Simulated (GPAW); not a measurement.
# AlNi (C2/m) in GPAW: notebook, part 2 of 2

GPAW 26.7.0.

### 3 Single point, PBEsol, collinear spin, ferromagnetic start

run.py

```python
from ase.dft.bandgap import bandgap
from ase.io import read, write
from ase.units import GPa
from gpaw import GPAW, PW, setup_paths

setup_paths.insert(0, '.')

atoms = read('POSCAR')
atoms.set_initial_magnetic_moments([1.0, 0.0])

calc = GPAW(mode=PW(600),
            xc='PBEsol',
            kpts={'size': (11, 11, 7), 'gamma': True},
            occupations={'name': 'methfessel-paxton', 'order': 0, 'width': 0.1},
            nbands=20,
            convergence={'density': 1e-05, 'energy': 1e-05},
            maxiter=150,
            txt='gpaw.txt')
atoms.calc = calc
energy = atoms.get_potential_energy()
forces = atoms.get_forces()
stress = atoms.get_stress()
calc.write('gs.gpw')
write('result.traj', atoms)
print(f'Energy: {energy:.6f} eV')
print('Forces (eV/A):')
print(forces.round(4))
print('Stress (GPa):', (stress / GPa).round(3))
print('Moments:', calc.get_magnetic_moments().round(3))
print('Fermi level:', round(calc.get_fermi_level(), 4), 'eV')
print(f'Gap: {bandgap(calc)[0]:.4f} eV, direct: {bandgap(calc, direct=True)[0]:.4f} eV')
```

POSCAR

```
AlNi
1.0
    2.3006810000     -1.3946800000      0.0000000000
    2.3006810000      1.3946800000      0.0000000000
   -1.3564510000      0.0000000000      3.8808380000
Ni Al
1 1
Direct
    0.5000000000      0.5000000000      0.5000000000
    0.0000000000      0.0000000000      0.0000000000
```

Potentials or basis: PAW data sets generated in the run's folder for this functional, pw.

Command:

```
> gpaw-setup -f PBEsol Al Ni
> OMP_NUM_THREADS=1 python run.py
```

gpaw.txt:

```text
__  _  _
 | _ |_)|_||  |
 |__||  | ||/\| - 26.7.0

Input parameters:
  mode=PW(ecut=600.0),
  convergence={'density': 1e-05, 'energy': 1e-05},
  kpts=MonkhorstPack(size=(11, 11, 7), gamma=True),
  maxiter=150,
  nbands=20,
  occupations=Occupations(name='methfessel-paxton', order=0, width=0.1),
  xc=XC(name='PBEsol')

Diagonalizing LCAO Hamiltonian
Converting LCAO to pw mode

           Ni

       Al

Atoms  # Å, Bohr magnetons
|   | symbol |        x |        y |        z |    initial magnetic moments |
|---|--------|----------|----------|----------|-----------------------------|
| 0 |     Ni | 1.622456 | 0.000000 | 1.940419 | ( 0.0000,  0.0000,  1.0000) |
| 1 |     Al | 0.000000 | 0.000000 | 0.000000 | ( 0.0000,  0.0000,  0.0000) |

Unit cell  # Å
| periodic |         x |         y |        z |  lengths |     angles |
|----------|-----------|-----------|----------|----------|------------|
|      yes |  2.300681 | -1.394680 | 0.000000 | 2.690402 | 106.388906 |
|      yes |  2.300681 |  1.394680 | 0.000000 | 2.690402 | 106.388906 |
|      yes | -1.356451 |  0.000000 | 3.880838 | 4.111066 |  62.448749 |

Number of symmetries: 4
Symmetry operations  # r_c * U_cc + t_c -> r_c
|   | kind |            matrix            |
|---|------|------------------------------|
| 0 |  E   |  1, 0, 0,  0, 1, 0,  0, 0, 1 |
| 1 |  σ   |  0, 1, 0,  1, 0, 0,  0, 0, 1 |
| 2 |  C2  |  0,-1, 0, -1, 0, 0,  0, 0,-1 |
| 3 |  i   | -1, 0, 0,  0,-1, 0,  0, 0,-1 |

BZ-sampling:
  Number of BZ points: 847
  Number of IBZ points: 234

  Monkhorst-Pack size: [11, 11, 7]
  Monkhorst-Pack shift: [0, 0, 0]

K-points  # in reciprocal-cell coordinates
|     |                                coordinates |     weight |
|-----|--------------------------------------------|------------|
|   0 | (  0.00000000,   0.00000000,   0.00000000) | 0.00118064 |
|   1 | (  0.00000000,   0.00000000,   0.14285714) | 0.00236128 |
|   2 | (  0.00000000,   0.00000000,   0.28571429) | 0.00236128 |
|   3 | (  0.00000000,   0.00000000,   0.42857143) | 0.00236128 |
|   4 | (  0.09090909,  -0.09090909,   0.00000000) | 0.00236128 |
|   5 | (  0.09090909,  -0.09090909,   0.14285714) | 0.00472255 |
|   6 | (  0.09090909,  -0.09090909,   0.28571429) | 0.00472255 |
|   7 | (  0.09090909,  -0.09090909,   0.42857143) | 0.00472255 |
|   8 | (  0.09090909,   0.00000000,  -0.42857143) | 0.00472255 |
|   9 | (  0.09090909,   0.00000000,  -0.28571429) | 0.00472255 |
| ... |                                            |            |
| 233 | (  0.45454545,   0.45454545,   0.42857143) | 0.00236128 |

Plane wave coefficients: 848
Cutoff: 600.0 eV

Spin-components: 2 (collinear spins)
Bands:           20
Projectors:      11
Spin-degeneracy: 1
Datatype:        complex128

Parallelization:
  kpt:    1
  domain: 1
  band:   1

Density:
  Valence electrons: 19.0
  Components: 2
  Grid points: [16 16 24]
  Charge: 0.0  # |e|

Potential:
  Grid points: [16 16 24]

species:
  Ni:
    name:    Nickel
    Z:       28.0
    valence: 16
    core:    12
    charge:  0.0  # [|e|]
    compensation charges:
      type: gauss
      rc: 0.36  # [Å]
      lmax: 2
    cutoffs:
      filter: 2.14  # [Å]
      core: 1.98  # [Å]
    projectors
    | kind |    occ | energy [eV] | rcut [Å] |
    |------|--------|-------------|----------|
    |   4s |  2.000 |      -5.661 |    1.164 |
    |   3p |  6.000 |     -71.261 |    1.207 |
    |   4p |  0.000 |      -1.193 |    1.207 |
    |   3d |  8.000 |      -8.901 |    1.138 |
    |    s |        |      21.550 |    1.164 |
    |    d |        |      18.310 |    1.138 |

    Using partial waves for Ni as LCAO basis

  Al:
    name:    Aluminium
    Z:       13.0
    valence: 3
    core:    10
    charge:  0.0  # [|e|]
    compensation charges:
      type: gauss
      rc: 0.34  # [Å]
      lmax: 2
    cutoffs:
      filter: 1.91  # [Å]
      core: 2.36  # [Å]
    projectors
    | kind |    occ | energy [eV] | rcut [Å] |
    |------|--------|-------------|----------|
    |   3s |  2.000 |      -7.715 |    1.085 |
    |   3p |  1.000 |      -2.689 |    1.085 |
    |    s |        |      19.497 |    1.085 |
    |    p |        |      24.522 |    1.085 |
    |    d |        |       0.000 |    1.085 |

    Using partial waves for Al as LCAO basis

Reference energy: -47922.716557  # eV

eigensolver:
  PPCG
  Converge bands: occupied
  niter=2

density mixing:
  MSR1-Mixer
  Pratt-step length: 0.05
  Maximum mixing coefficient: 0.75
  Old densities: 10
  SVD Regularization: 0.005
  Good broyden scale: 1.0
  Trust region scale: 1.0
  Backstep threshold: 4.0
  History deletion threshold: 6.0
  Fourier metric: weight=20.0, sigma=0.015

occupation numbers:
  Methfessel-Paxton:
    width: 0.1000  # eV
    order: 0

poisson solver:
  ecut: 4800.0  # eV

xc functional:
  name: PBEsol with 2 nearest neighbor stencil

convergence criteria:
- Maximum integral of absolute [dens]ity change: 1e-05 electrons / valence electron
- Maximum [total energy] change in last 3 cyles: 1e-05 eV / valence electron
- Maximum integral of absolute [eigenst]ate change: 4e-08 eV^2 / valence electron
maximum number of iterations: 150

SCF iterations
|iter     | |      energy | eigst |  dens |  magmom |
|---------|-|-------------|-------|-------|---------|
|iter:   1| |  -12.956069 | +0.31 |       |  +1.0022|
|iter:   2| |  -12.769382 | -2.33 | -1.02 |  +0.9611|
|iter:   3| |  -12.730250 | -2.78 | -1.10 |  +0.7319|
|iter:   4| |  -12.833084 | -2.74 | -1.33 |  +0.3613|
|iter:   5| |  -12.851750 | -2.95 | -1.59 |  +0.0763|
|iter:   6| |  -12.852820 | -4.34 | -2.01 |  -0.0044|
|iter:   7| |  -12.853705 | -4.40 | -2.30 |  -0.0065|
|iter:   8| |  -12.853732 | -5.67 | -2.79 |  -0.0069|
|iter:   9| |  -12.853742c| -6.45 | -3.22 |  -0.0014|
|iter:  10| |  -12.853742c| -8.13c| -4.06 |  -0.0006|
|iter:  11| |  -12.853742c| -8.45c| -4.40 |  -0.0000|
|iter:  12| |  -12.853742c| -9.21c| -5.44c|  -0.0000|

Converged in 12 steps
Energy contributions relative to reference atoms: (reference = -47922.716557)

Energy contributions:
  Kinetic:          11.073840
  Coulomb:          -6.614807
  Zero:              0.086756
  External:          0.000000
  Xc:              -17.397288
  Entropy:          -0.004486
  Spinorbit:         0.000000
  ----------------------------
  Free energy:     -12.855985
  Extrapolated:    -12.853742

dipole moment: (-5.558527, -0.000000, -6.647869)  # |e|*Ang

Total magnetic moment: (0.000000, 0.000000, -0.000002)

Local magnetic moments
|        x |        y |         z |
|----------|----------|-----------|
| 0.000000 | 0.000000 |  0.000002 |  # Ni   0
| 0.000000 | 0.000000 | -0.000003 |  # Al   1

Fermi level: 8.281
Eigenvalues  # (at kpt = [0.000, 0.000, 0.000])
| band index |      eig [eV] | occ [0-1] |      eig [eV] | occ [0-1] |
|------------|---------------|-----------|---------------|-----------|
|          0 |       -55.287 |     1.000 |       -55.287 |     1.000 |
|        ... |               |           |               |           |
|          2 |       -54.935 |     1.000 |       -54.935 |     1.000 |
|          3 |        -2.621 |     1.000 |        -2.621 |     1.000 |
|          4 |         4.612 |     1.000 |         4.612 |     1.000 |
|          5 |         6.415 |     1.000 |         6.415 |     1.000 |
|          6 |         6.521 |     1.000 |         6.521 |     1.000 |
|          7 |         6.725 |     1.000 |         6.725 |     1.000 |
[... 8 lines left out ...]
|         16 |        27.689 |     0.000 |        27.689 |     0.000 |
|         17 |        27.722 |     0.000 |        27.722 |     0.000 |
|        ... |               |           |               |           |
|         19 |        28.279 |     0.000 |        28.279 |     0.000 |

No gap
No difference between direct/indirect transitions

Forces  # eV/Ang
|       x |       y |       z |
|---------|---------|---------|
| 0.00000 | 0.00000 | 0.00000 |  # Ni   0
| 0.00000 | 0.00000 | 0.00000 |  # Al   1

Stress tensor  # eV/Ang^3
|        x |        y |        z |
|----------|----------|----------|
| 0.007445 | 0.000000 | 0.005317 |
| 0.000000 | 0.020775 | 0.000000 |
| 0.005317 | 0.000000 | 0.014311 |

# Writing to gs.gpw (mode='')
```

It took 96 s on 1 thread of Intel Xeon 6975P-C (Granite Rapids), shared host; peak memory 0.31 GiB.

What came out:

| Item | Value |
| --- | --- |
| Free energy | -12.8560 eV |
| Pressure | -2.3 GPa |
| Band gap on the k mesh | none (metal or under the smearing width) |
| Net moment | 0.00 μB per cell |

Caveat: the stock nickel data set gives pressures a few GPa off other programs.

### 4 Single point, PBEsol, collinear spin, ferromagnetic start (the cell as VASP's run set it)

run.py: that of step 3 with these lines changed.

```diff
@@ -1,3 +1,4 @@
+from ase import Atoms
 from ase.dft.bandgap import bandgap
-from ase.io import read, write
+from ase.io import write
 from ase.units import GPa
@@ -7,3 +8,9 @@
 
-atoms = read('POSCAR')
+atoms = Atoms(['Ni', 'Al'],
+              cell=[[2.69040245, 0.0, 0.0],
+                    [1.2444237666, 2.3853039286, 0.0],
+                    [-1.1599606746, -0.7031717798, 3.880838002]],
+              scaled_positions=[[0.5, 0.5, 0.5],
+                                [0.0, 0.0, 0.0]],
+              pbc=True)
 atoms.set_initial_magnetic_moments([1.0, 0.0])
```

Command:

```
> gpaw-setup -f PBEsol Al Ni
> OMP_NUM_THREADS=1 python run.py
```

Run time: 1.8 min. Hardware: 1 thread of Intel Xeon 6975P-C (Granite Rapids), shared host; peak memory 0.31 GiB.

Results (log left out):

- Free energy: -12.8560 eV
- Pressure: -2.3 GPa
- Band gap on the k mesh: none (metal or under the smearing width)
- Net moment: 0.00 μB per cell

Stress tensor (GPa, compression positive):
```
-1.77  0.95 -0.73
 0.95 -2.75 -0.44
-0.73 -0.44 -2.29
```

Levels at points of the mesh, in eV from the Fermi level:
Spin up:
| k point | band 6 | band 7 | band 8 | band 9 | band 10 | band 11 | band 12 | band 13 | band 14 | band 15 |
| --- | --- | --- | --- | --- | --- | --- | --- | --- | --- | --- |
| (0.00, 0.00, 0.00) | -1.87 | -1.76 | -1.56 | -1.36 | -1.23 | 2.76 | 13.64 | 13.87 | 14.84 | 15.18 |
Spin down:
```tsv
k point	band 6	band 7	band 8	band 9	band 10	band 11	band 12	band 13	band 14	band 15
(0.00, 0.00, 0.00)	-1.87	-1.76	-1.56	-1.36	-1.23	2.76	13.64	13.87	14.84	15.18
```

Caveat: the stock nickel data set gives pressures a few GPa off other programs.

### 5 The runs side by side

| level | potentials or basis | cell | gap on the mesh (eV) | pressure (GPa) | moment (μB) |
| --- | --- | --- | --- | --- | --- |
| RPBE | the program's PAW data sets (release 1.2.1) made for this functional, pw | as given | none | 6.4 | 0.00 |
| PBEsol | PAW data sets generated in the run's folder for this functional, pw | as given | none | -2.3 | 0.00 |
| PBEsol | PAW data sets generated in the run's folder for this functional, pw | the cell as VASP's run set it | none | -2.3 | 0.00 |

Alike in all rows: task single point; spin collinear, ferromagnetic start; k mesh 11 × 11 × 7; cutoff (eV) 600; smearing gaussian 0.1 eV.

Caveats: the stock nickel data set gives pressures a few GPa off other programs.

Absolute energies hang on the potentials; compare differences alone.
